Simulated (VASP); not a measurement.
# Br (I4/mmm) in VASP: settings compared, part 2 of 2

VASP 6.6.1. Earlier steps stand in the parts before.

**4. Single point, RPBE+D4**

This run uses another cell than the first one, of 29.00 Å³/atom, 1.020 times its volume.

INCAR

```
SYSTEM = Br
PREC = Accurate
ENCUT = 520
EDIFF = 1E-7
ISMEAR = -1
SIGMA = 0.1
LREAL = .FALSE.
LASPH = .TRUE.
NELM = 100
ALGO = Fast
ISIF = 2
LWAVE = .FALSE.
LCHARG = .TRUE.
GGA = RP
IVDW = 13
LELF = .TRUE.
LVHAR = .TRUE.
NBANDS = 10
```

KPOINTS

```
regular mesh
0
G
  13 13 13
  0 0 0
```

POSCAR

```
Br
1.0
   -1.3937560000      1.4275440000      3.6389330000
    1.4470720000     -1.4004680000      3.6493740000
    1.3803070000      1.3870190000     -3.6281600000
Br
1
Direct
    0.0000000000      0.0000000000      0.0000000000
```

Potentials or basis: VASP PAW PBE potentials, release 64 (Br).

Started as:

```sh
> cat potpaw_PBE.64/Br/POTCAR > POTCAR
> mpirun -np 1 vasp_std > vasp.out
```

OUTCAR:

```text
SYSTEM = Br
   PREC = Accurate
   ENCUT = 520
   EDIFF = 1E-7
   ISMEAR = -1
   LREAL = .FALSE.
   LASPH = .TRUE.
   NELM = 100
   ISIF = 2
   GGA = RP
   IVDW = 13

 ion  position               nearest neighbor table
   1  0.000  0.000  0.000-

  LATTYP: Found a triclinic cell.
 ALAT       =     4.1499724141
 B/A-ratio  =     0.6782251707
 C/A-ratio  =     0.6813275576
 COS(alpha) =     0.0095057920
 COS(beta)  =     0.3308911333
 COS(gamma) =     0.3489433034

  Lattice vectors:

 A1 = (  -1.3937560000,   1.4275440000,   3.6389330000)
 A2 = (  -0.0134490000,   2.8145630000,   0.0107730000)
 A3 = (  -2.8273790000,   0.0134490000,  -0.0212140000)

Analysis of symmetry for initial positions (statically):
=====================================================================
 Subroutine PRICEL returns:
 Original cell was already a primitive cell.

 Routine SETGRP: Setting up the symmetry group for a
 triclinic supercell.

 Subroutine GETGRP returns: Found  2 space group operations
 (whereof  2 operations were pure point group operations)
 out of a pool of  2 trial point group operations.

The static configuration has the point symmetry S_2 .

Analysis of symmetry for dynamics (positions and initial velocities):
=====================================================================
 Subroutine PRICEL returns:
 Original cell was already a primitive cell.

 Routine SETGRP: Setting up the symmetry group for a
 triclinic supercell.

 Subroutine GETGRP returns: Found  2 space group operations
 (whereof  2 operations were pure point group operations)
 out of a pool of  2 trial point group operations.

The dynamic configuration has the point symmetry S_2 .

 Subroutine INISYM returns: Found  2 space group operations
 (whereof  2 operations are pure point group operations),
 and found     1 'primitive' translations

[... 116 lines left out ...]
   LORBIT       =      0    0 simple, 1 ext, 2 COOP (PROOUT), +10 PAW based schemes
   GGA     = RP    functional components
   LHFCALC =     F    Hartree Fock is set to
   AEXX    =    0.0000 exact exchange contribution
   IVDW    =    13    specifies the selected vdW correction
   LEPSILON=     F    determine dielectric tensor
   LRPA    =     F    only Hartree local field effects (RPA)
 non-spin polarized calculation
 RMM-DIIS sequential band-by-band and
  energy-cutoff  :      520.00
  volume of cell :       29.00
 maximum number of plane-waves:       797
   NGX = 15   NGY = 15   NGZ = 15

 number of electron       7.0000001 magnetization

 Free energy of the ion-electron system (eV)
  ---------------------------------------------------
  ext. energy  EPLUGINS =         0.00000000
  ---------------------------------------------------
  free energy    TOTEN  =        -1.14246853 eV

  energy without entropy =       -1.12588038  energy(sigma->0) =       -1.13417446

 E-fermi :   1.6693     XC(G=0):  -8.3470

 val. band max:        1.6253394960   @ k =  -0.2308   0.3077   0.0769
 cond. band min:       1.6965617603   @ k =   0.3077  -0.3846   0.2308
 fundamental gap:      0.0712222643
 Fermi energy:         1.6693334088

 k-point     1 :       0.0000    0.0000    0.0000
  band No.  band energies     occupation
      1     -14.7797      2.00000
      2      -0.9368      2.00000
      3       2.5746      0.00023
      4       2.6819      0.00008
      5       7.1747      0.00000
      6      11.3615      0.00000
      7      12.0418      0.00000
      8      17.7313      0.00000
      9      17.8745      0.00000
     10      18.4781      0.00000
[... 287 lines left out ...]
 k-point    24 :       0.2308    0.1538    0.0000
  band No.  band energies     occupation
      1     -13.8237      2.00000
      2      -1.0468      2.00000
      3      -0.6349      2.00000
      4       0.9649      1.99826
      5       9.5120      0.00000
      6      13.2848      0.00000
      7      14.3099      0.00000
      8      15.7379      0.00000
      9      16.2767      0.00000
     10      18.4508      0.00000

 [... further k-points ...]

------------------------ aborting loop because EDIFF is reached ----------------------------------------

  DFT-D4 for vdW energy calculation

  Edisp (eV):   -0.53108

  FORCE on cell =-STRESS in cart. coord.  units (eV):
  Direction    XX          YY          ZZ          XY          YZ          ZX
  --------------------------------------------------------------------------------------
  -------------------------------------------------------------------------------------
  Total       0.26941     0.31965    -0.18439     0.00209    -0.00317    -0.00625
  in kB      14.88592    17.66148   -10.18796     0.11566    -0.17508    -0.34509
  external pressure =        7.45 kB  Pullay stress =        0.00 kB

 VOLUME and BASIS-vectors are now :
 -----------------------------------------------------------------------------
  energy-cutoff  :      520.00
  volume of cell :       29.00
      direct lattice vectors                 reciprocal lattice vectors
    -1.393756000  1.427544000  3.638933000     0.000668033  0.354778029  0.135883191
     1.447072000 -1.400468000  3.649374000     0.352679944  0.001169955  0.134621777
     1.380307000  1.387019000 -3.628160000     0.355412095  0.357008258 -0.003926221

 POSITION                                       TOTAL-FORCE (eV/Angst)
 -----------------------------------------------------------------------------------
      0.00000      0.00000      0.00000         0.000000      0.000000     -0.000000
 -----------------------------------------------------------------------------------
    total drift:                                0.000000     -0.000000      0.000000

  FREE ENERGIE OF THE ION-ELECTRON SYSTEM (eV)
  ---------------------------------------------------
  free  energy   TOTEN  =        -1.6735532227 eV

  energy  without entropy=       -1.6569650729  energy(sigma->0) =       -1.66525915
```

OSZICAR:

```text
N       E                     dE             d eps       ncg     rms          rms(c)
DAV:   1     0.220599077834E+02    0.22060E+02   -0.28829E+03 22028   0.535E+02
DAV:   2    -0.256395251543E+00   -0.22316E+02   -0.21616E+02 28150   0.970E+01
DAV:   3    -0.117585093314E+01   -0.91946E+00   -0.90835E+00 26786   0.186E+01
DAV:   4    -0.117916765876E+01   -0.33167E-02   -0.33160E-02 27122   0.134E+00
DAV:   5    -0.117917803505E+01   -0.10376E-04   -0.10376E-04 26884   0.709E-02    0.614E+00
RMM:   6    -0.115269653078E+01    0.26482E-01   -0.12361E-02 22400   0.667E-01    0.368E+00
RMM:   7    -0.114220767417E+01    0.10489E-01   -0.30946E-02 24860   0.113E+00    0.118E-01
RMM:   8    -0.114244383185E+01   -0.23616E-03   -0.21065E-03 25712   0.402E-01    0.242E-02
RMM:   9    -0.114246614465E+01   -0.22313E-04   -0.21369E-04 27107   0.137E-01    0.144E-02
RMM:  10    -0.114246772576E+01   -0.15811E-05   -0.26615E-05 27181   0.449E-02    0.484E-03
RMM:  11    -0.114246843757E+01   -0.71181E-06   -0.63645E-06 27046   0.217E-02    0.361E-03
RMM:  12    -0.114246850731E+01   -0.69747E-07   -0.11861E-06 27137   0.939E-03    0.114E-03
RMM:  13    -0.114246853097E+01   -0.23653E-07   -0.23599E-07 22928   0.429E-03
   1 F= -.16735532E+01 E0= -.16652591E+01  d E =-.165881E-01
```

stdout:

```text
POSCAR found type information on POSCAR Br
 POSCAR found :  1 types and       1 ions
 scaLAPACK will be used
 -----------------------------------------------------------------------------
|                                                                             |
|                                                                             |
|     You enforced a specific xc type in the INCAR file but a different       |
|     I HOPE YOU KNOW WHAT YOU ARE DOING!                                     |
|                                                                             |
 -----------------------------------------------------------------------------

 LDA part: xc-table for (Slater+PW92), standard interpolation
 POSCAR, INCAR and KPOINTS ok, starting setup
 FFT: planning ... GRIDC
 FFT: planning ... GRID_SOFT
 FFT: planning ... GRID
 WAVECAR not read
 entering main loop
```

Wall time 4.9 min (1 thread of Intel Xeon Platinum 8488C (Sapphire Rapids), shared host); peak memory 0.41 GiB.

Results:

```yaml
Free_energy: -1.6736 eV
Pressure: 0.7 GPa
Band_gap_on_the_k_mesh: none (metal or under the smearing width)
Dispersion_energy_per_atom: -0.531 eV
```

Stress tensor (GPa, compression positive):
```
 1.49  0.01 -0.03
 0.01  1.77 -0.02
-0.03 -0.02 -1.02
```

Caveat: the PAW data sets were made with another functional, which shifts forces and pressure a little; an odd number of electrons without spin polarisation forces a metal; a magnetic or distorted state may lie lower; pairwise dispersion overbinds metals, which lowers pressure and volume.

**5. Single point, PBE (volume scaled by 0.96)**

INCAR

```
PREC = Accurate
ENCUT = 520
EDIFF = 1E-7
ISMEAR = -1
SIGMA = 0.05
LREAL = False
LASPH = True
NELM = 100
ALGO = Normal
ISIF = 2
LWAVE = False
LCHARG = True
GGA = PE
LELF = True
LVHAR = True
NBANDS = 10
```

KPOINTS

```
Automatic mesh
0
Gamma
  13 13 13
```

POSCAR

```
Br
1.0
   -1.4042529722      1.4042529722      3.5291666136
    1.4042529722     -1.4042529722      3.5291666136
    1.4042529722      1.4042529722     -3.5291666136
Br
1
Direct
    0.0000000000      0.0000000000      0.0000000000
```

Started as:

```sh
> cat potpaw_PBE.64/Br/POTCAR > POTCAR
> mpirun -np 1 vasp_std > vasp.out
```

Run time: 56 s. Hardware: 1 thread of Intel Xeon Platinum 8259CL at 2.50GHz (Skylake/Cascade Lake), shared host; peak memory 0.2 GiB.

It converged, with:

```yaml
Free_energy: -1.4273 eV
Pressure: 3.2 GPa
Band_gap_on_the_k_mesh: none (metal or under the smearing width)
```

Stress tensor (GPa, compression positive):
```
3.73 0.00 0.00
0.00 3.73 0.00
0.00 0.00 2.05
```

Levels at points of the mesh, in eV from the Fermi level:
```csv
k point,band 1,band 2,band 3,band 4,band 5,band 6
"(0.00, 0.00, 0.00)",-16.61,-2.49,0.99,0.99,5.31,9.71
```

Caveat: an odd number of electrons without spin polarisation forces a metal; a magnetic or distorted state may lie lower.

**6. Single point, PBE**

This run uses another cell than the first one, of 29.00 Å³/atom, 1.020 times its volume.

INCAR

```
  ALGO = Normal
  EDIFF = 1E-7
  ENCUT = 520
  GGA = PE
  ISIF = 2
  ISMEAR = -1
  LASPH = T
  LCHARG = F
  LREAL = F
  LWAVE = F
  NBANDS = 10
  NELM = 100
  PREC = Accurate
  SIGMA = 0.05
```

KPOINTS

```
k-points
0
Gamma
  13 13 13
```

POSCAR

```
Br
1.0
   -1.4234917050      1.4234917050      3.5775173700
    1.4234917050     -1.4234917050      3.5775173700
    1.4234917050      1.4234917050     -3.5775173700
Br
1
Direct
    0.0000000000      0.0000000000      0.0000000000
```

Potentials or basis: VASP PAW PBE potentials, release 64 (Br).

Started as:

```sh
> cat potpaw_PBE.64/Br/POTCAR > POTCAR
> mpirun -np 1 vasp_std > vasp.out
```

It took 40 s on 1 thread of Intel Xeon Platinum 8259CL at 2.50GHz (Skylake/Cascade Lake), shared host; peak memory 0.2 GiB.

It converged, with:

```
Free energy            : -1.4436 eV
Pressure               : 1.4 GPa
Band gap on the k mesh : none (metal or under the smearing width)
```

Stress tensor (GPa, compression positive):
```
1.27 0.00 0.00
0.00 1.27 0.00
0.00 0.00 1.69
```

Levels at points of the mesh, in eV from the Fermi level:
| k point | band 1 | band 2 | band 3 | band 4 | band 5 | band 6 |
| --- | --- | --- | --- | --- | --- | --- |
| (0.00, 0.00, 0.00) | -16.29 | -2.32 | 0.94 | 0.94 | 5.42 | 9.81 |

Caveat: an odd number of electrons without spin polarisation forces a metal; a magnetic or distorted state may lie lower.

**7. Summary**

```tsv
level	spin	cell	k mesh	smearing	mesh quality	gap on the mesh (eV)	pressure (GPa)
RPBE+D3(BJ)	non-collinear, zero start, SOC	I4/mmm, 28.42 Å³/atom	13 × 13 × 13	fermi-dirac 0.15 eV	not flagged	-	-2.7
PBE	off	I4/mmm, 29.0 Å³/atom	6 × 6 × 6	fermi-dirac 0.02 eV	coarse	none	1.7
RPBE+D4	off	P-1, 29.0 Å³/atom	13 × 13 × 13	fermi-dirac 0.1 eV	not flagged	none	0.7
PBE	off	volume scaled by 0.96	13 × 13 × 13	fermi-dirac 0.05 eV	not flagged	none	3.2
PBE	off	I4/mmm, 29.0 Å³/atom	13 × 13 × 13	fermi-dirac 0.05 eV	not flagged	none	1.4
```

Alike in all rows: task single point; potentials or basis VASP PAW PBE potentials, release 64 (Br); cutoff (eV) 520.

Caveats: some runs use coarse meshes; an odd number of electrons without spin polarisation forces a metal (some runs); a magnetic or distorted state may lie lower (some runs); the PAW data sets were made with another functional, which shifts forces and pressure a little (some runs); pairwise dispersion overbinds metals, which lowers pressure and volume (some runs).

Absolute energies hang on the potentials; compare differences alone.
